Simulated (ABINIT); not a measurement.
Au, 1 atom in the cell. The structure is cubic, space group Fm-3m (No. 225). The conventional cell has a = 4.070 Å, b = 4.070 Å, c = 4.070 Å, α = 90.00°, β = 90.00°, γ = 90.00°. Au (site symmetry m-3m) has 12 Au at 2.88 Å as nearest neighbours. 

```yaml
Program: ABINIT 10.8.3 (patched build)
Task: equation of state
Functional: PBEsol
Potentials_or_basis: PseudoDojo NC SR PBEsol v0.4.1 standard
Cutoff: 1034 eV
k_mesh: 11 × 11 × 11
Occupations: fermi-dirac, width 0.05 eV
Spin: no spin polarisation
```

Potentials or basis: PseudoDojo NC SR PBEsol v0.4.1 standard.

Launch:

```console
$ abinit run.abi > log 2>&1
```

Hardware: 1 thread of Arm Neoverse V1 (shared host).

**Question.** Estimate the wall time of this run.

**Answer.** It took 2.5 min on 1 thread of Arm Neoverse V1 (shared host), peak memory 0.11 GiB. Counts: scf iterations 49, mpi ranks 1, k points 56, bands 14, plane waves 1219.
